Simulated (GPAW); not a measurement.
Runs of GPAW 26.7.0 on Ta. The structure is cubic, space group Im-3m (No. 229). Conventional cell: a = 3.303 Å, b = 3.303 Å, c = 3.303 Å, α = 90.00°, β = 90.00°, γ = 90.00°. Ta (site symmetry m-3m) is surrounded by 8 Ta at 2.86 Å. 

```tsv
task	level	potentials or basis	spin	cell	k mesh	smearing	band path	band points	spin axis theta (degrees)	spin axis phi (degrees)	soc after scf	gap on the mesh (eV)	pressure (GPa)	relaxed volume (Å³/atom)
band structure	PBE	GPAW PAW data sets (gpaw-data 1.2.1), pw	off	as given	11 × 11 × 11	fermi-dirac 0.05 eV	GHNGPH,PN	100	-	-	-	-	2.9	-
single point	PBE	GPAW PAW data sets (gpaw-data 1.2.1), pw	off	as given	11 × 11 × 11	gaussian 0.012 eV	-	-	-	-	-	none	2.3	-
band structure	revPBE	the program's PAW data sets (release 1.2.1) made for this functional, pw	off	as given	11 × 11 × 11	fermi-dirac 0.05 eV	GHNGPH,PN	60	-	-	-	-	5.6	-
band structure	PBEsol	PAW data sets generated in the run's folder for this functional, pw	SOC, no magnetisation	as given	8 × 8 × 8	fermi-dirac 0.05 eV	GHNGPH,PN	100	90	0	second variation	-	(b)	-
relaxation of cell and atoms	PBE	GPAW PAW data sets (gpaw-data 1.2.1), pw	off	relaxed	11 × 11 × 11	fermi-dirac 0.05 eV	-	-	-	-	-	none	0.1	(c)
band structure	r2SCAN	GPAW PAW data sets (gpaw-data 1.2.1), pw	off	as given	11 × 11 × 11	fermi-dirac 0.05 eV	GHNGPH,PN	100	-	-	-	-	1.2	-
relaxation of cell and atoms	revPBE	the program's PAW data sets (release 1.2.1) made for this functional, pw	off	relaxed	11 × 11 × 11	fermi-dirac 0.05 eV	-	-	-	-	-	none	0.0	(a)
relaxation of cell and atoms	PBEsol	PAW data sets generated in the run's folder for this functional, pw	off	relaxed	11 × 11 × 11	fermi-dirac 0.05 eV	-	-	-	-	-	none	-0.1	17.66
```

Alike in all rows: cutoff (eV) 600.

Question: Estimate the missing entries.

Answer: (a) 18.52; (b) -5.5; (c) 18.26.

Caveats: spin-orbit coupling is left out, which moves the levels of the heavy elements (some runs); later steps reuse the first step's grids (some runs); spin-orbit coupling was added after a scalar SCF, so levels and gaps hold it while energy, forces, pressure and moments don't (some runs); this program's spin-orbit splittings come out too wide for heavy elements (some runs); the PAW data sets were made with another functional, which shifts forces and pressure a little (some runs).

A k mesh can miss the band edges, and rows without SOC leave out spin-orbit coupling on Ta.

A gap of «none» marks a metal or a gap under the smearing width.
